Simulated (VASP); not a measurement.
# GaN (P6_3mc) in VASP: further runs, part 2 of 2

VASP 6.6.1. Earlier steps stand in the parts before.

**5. Relaxation of shape and atoms at fixed volume, PBEsol (a relaxed cell with its volume scaled by 0.98)**

File INCAR:

```
SYSTEM = GaN
PREC = Accurate ; ENCUT = 600
EDIFF = 1E-7 ; ISMEAR = 0
SIGMA = 0.03 ; LREAL = .False.
LASPH = .True. ; NELM = 80
ALGO = Normal ; ISIF = 4
LWAVE = .False. ; LCHARG = .False.
GGA = PS ; IBRION = 2
NSW = 40 ; EDIFFG = -0.01
```

File KPOINTS:

```
regular mesh
0
Gamma
  12 12 5
  0 0 0
```

File POSCAR:

```
GaN                                     
1.0
    3.1588879147      0.0000000000      0.0000000000
   -1.5794439574      2.7356771819     -0.0000000000
   -0.0000000000      0.0000000000      5.1484330105
  Ga              N             
     2     2
Direct
     0.3333333332999970    0.6666666667000030    0.9992402581493666
     0.6666666667000030    0.3333333332999970    0.4992402581493666
     0.3333333332999970    0.6666666667000030    0.3757597418506334
     0.6666666667000030    0.3333333332999970    0.8757597418506334
```

Potentials or basis: VASP PAW PBE potentials, release 64 (Ga_d, N).

The run is started by

```
$ cat potpaw_PBE.64/Ga_d/POTCAR potpaw_PBE.64/N/POTCAR > POTCAR
$ mpirun -np 1 vasp_std > vasp.out
```

OUTCAR:

```text
SYSTEM = GaN
   PREC = Accurate
   ENCUT = 600
   EDIFF = 1E-7
   ISMEAR = 0
   LREAL = .False.
   LASPH = .True.
   NELM = 80
   ISIF = 4
   GGA = PS
   IBRION = 2
   NSW = 40
   EDIFFG = -0.01

 ion  position               nearest neighbor table
   1  0.333  0.667  0.999-   4 1.93   4 1.93   4 1.93   3 1.94
   2  0.667  0.333  0.499-   3 1.93   3 1.93   3 1.93   4 1.94
   3  0.333  0.667  0.376-   2 1.93   2 1.93   2 1.93   1 1.94
   4  0.667  0.333  0.876-   1 1.93   1 1.93   1 1.93   2 1.94

  LATTYP: Found a hexagonal cell.
 ALAT       =     3.1588879147
 C/A-ratio  =     1.6298245299

  Lattice vectors:

 A1 = (   3.1588879147,   0.0000000000,   0.0000000000)
 A2 = (  -1.5794439574,   2.7356771819,   0.0000000000)
 A3 = (   0.0000000000,   0.0000000000,   5.1484330105)

Analysis of symmetry for initial positions (statically):
=====================================================================
 Subroutine PRICEL returns:
 Original cell was already a primitive cell.

 Routine SETGRP: Setting up the symmetry group for a
[... 170 lines left out ...]
  ext. energy  EPLUGINS =         0.00000000
  ---------------------------------------------------
  free energy    TOTEN  =       -26.25963586 eV

  energy without entropy =      -26.25963586  energy(sigma->0) =      -26.25963586

 E-fermi :   5.6228     XC(G=0): -12.0480

 val. band max:        5.4819128070   @ k =   0.0000   0.0000   0.0000
 cond. band min:       7.5215063992   @ k =   0.0000   0.0000   0.0000
 fundamental gap:      2.0395935923
 Fermi energy:         5.6228220822

 k-point     1 :       0.0000    0.0000    0.0000
  band No.  band energies     occupation
      1     -10.7317      2.00000
      2      -9.6893      2.00000
      3      -7.9462      2.00000
      4      -7.9295      2.00000
      5      -7.9295      2.00000
      6      -7.8622      2.00000
[... 589 lines left out ...]
     21      12.6282      0.00000
     22      13.7961      0.00000

 [... further k-points ...]
[... 5 lines left out ...]
  --------------------------------------------------------------------------------------
  -------------------------------------------------------------------------------------
  Total        1.1093960      1.1093960      1.0944787     -0.0000000      0.0000000     -0.0000000
  in kB       39.9505761     39.9505761     39.4133870     -0.0000000      0.0000000     -0.0000000
  external PRESSURE =      39.7715130 kB  Pullay stress =       0.0000000 kB

 VOLUME and BASIS-vectors are now :
 -----------------------------------------------------------------------------
  energy-cutoff  :      600.00
  volume of cell :       44.49
      direct lattice vectors                 reciprocal lattice vectors
     3.158887915  0.000000000  0.000000000     0.316567104  0.182770103  0.000000000
    -1.579443957  2.735677182  0.000000000     0.000000000  0.365540206  0.000000000
     0.000000000  0.000000000  5.148433010     0.000000000  0.000000000  0.194233857

 POSITION                                       TOTAL-FORCE (eV/Angst)
 -----------------------------------------------------------------------------------
     -0.00000      1.82378      5.14452        -0.000000      0.000000      0.001879
      1.57944      0.91189      2.57031         0.000000     -0.000000      0.001879
     -0.00000      1.82378      1.93457         0.000000      0.000000     -0.001879
      1.57944      0.91189      4.50879         0.000000     -0.000000     -0.001879
 -----------------------------------------------------------------------------------
    total drift:                               -0.000000     -0.000000     -0.000385

  FREE ENERGIE OF THE ION-ELECTRON SYSTEM (eV)
  ---------------------------------------------------
  free  energy   TOTEN  =       -26.2596358558 eV

  energy  without entropy=      -26.2596358558  energy(sigma->0) =      -26.25963586

 reached required accuracy - stopping structural energy minimisation
```

It took 53 s on 1 thread of Intel Xeon Platinum 8559C (Emerald Rapids), shared host; peak memory 0.21 GiB.

What came out:

```yaml
Free_energy: -26.2596 eV
Pressure_after_relaxing: 4.0 GPa
Band_gap_on_the_k_mesh: 2.04 eV, direct
```

Final structure:
```xyz
4
Lattice="3.1589 0.0000 0.0000 -1.5794 2.7357 0.0000 0.0000 0.0000 5.1484" Properties=species:S:1:pos:R:3 pbc="T T T"
Ga    0.0000    1.8238    5.1445
Ga    1.5794    0.9119    2.5703
N     0.0000    1.8238    1.9346
N     1.5794    0.9119    4.5088
```

Caveat: the relaxation stopped at its first step, so nothing moved; the PAW data sets were made with another functional, which shifts forces and pressure a little.

**6. Summary**

| task | cell | gap on the mesh (eV) | pressure (GPa) |
| --- | --- | --- | --- |
| relaxation of cell and atoms | relaxed | 1.91 | 0.0 |
| relaxation of shape and atoms at fixed volume | atoms relaxed at fixed volume from: a relaxed cell with its volume scaled by 0.94 | 2.32 | 13.4 |
| relaxation of shape and atoms at fixed volume | atoms relaxed at fixed volume from: a relaxed cell with its volume scaled by 0.96 | 2.18 | 8.4 |
| relaxation of shape and atoms at fixed volume | atoms relaxed at fixed volume from: a relaxed cell with its volume scaled by 0.98 | 2.04 | 4.0 |

Alike in all rows: level PBEsol; potentials or basis VASP PAW PBE potentials, release 64 (Ga_d, N); no spin polarisation; k mesh 12 × 12 × 5; cutoff (eV) 600; smearing gaussian 0.03 eV.

Caveats: the PAW data sets were made with another functional, which shifts forces and pressure a little; the relaxation stopped at its first step, so nothing moved (some runs).

Absolute energies hang on the potentials; compare differences alone.
